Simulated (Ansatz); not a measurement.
Write the native input for Ansatz 0.2.0 that does the following.

- Task: single point
- Functional: PBE
- Potentials or basis: Ansatz PAW
- Cutoff: 420 eV (not typed: the program's choice for these potentials)
- k mesh: 7 × 7 × 7
- Occupations: gaussian, width 0.028 eV
- Spin: no spin polarisation

Crystal: SnTe.

```xyz
2
Lattice="3.9047 0.0000 0.0000 0.0000 3.9047 0.0000 0.0000 0.0000 3.9047" Properties=species:S:1:pos:R:3 pbc="T T T"
Te    1.9524    1.9524    1.9524
Sn    0.0000    0.0000    0.0000
```

Measurements of this composition are mostly on another form, of space group No. 225.

These files were run (other wordings do the same):

input.yaml

```yaml
crystal:
  lattice:
    - [3.9047, 0.0, 0.0]
    - [0.0, 3.9047, 0.0]
    - [0.0, 0.0, 3.9047]
  atoms:
    - { symbol: Te, position: [0.5, 0.5, 0.5] }
    - { symbol: Sn, position: [0.0, 0.0, 0.0] }
hamiltonian:
  xc: pbe
  pseudopotentials: { kind: paw }
kpoints:
  mp_grid: { grid: [7, 7, 7] }
scf:
  occupations: { method: gaussian, width: 0.028 }
output:
  forces: true
  stress: true
  eigenvalues: true
```

Potentials or basis: Ansatz PAW.

The run is started by

```bash
$ ansatz run input.yaml --threads 2 --pin off --max-ram 5632MiB --backend cpu --events-out ev --progress --plain --runs-dir out
```

Results of the run:

```yaml
Pressure: -1.1 GPa
Band_gap_on_the_k_mesh: none (metal or under the smearing width)
```

It took 0.77 s on 2 threads of Arm Neoverse V2 (shared host), peak memory 0.32 GiB.
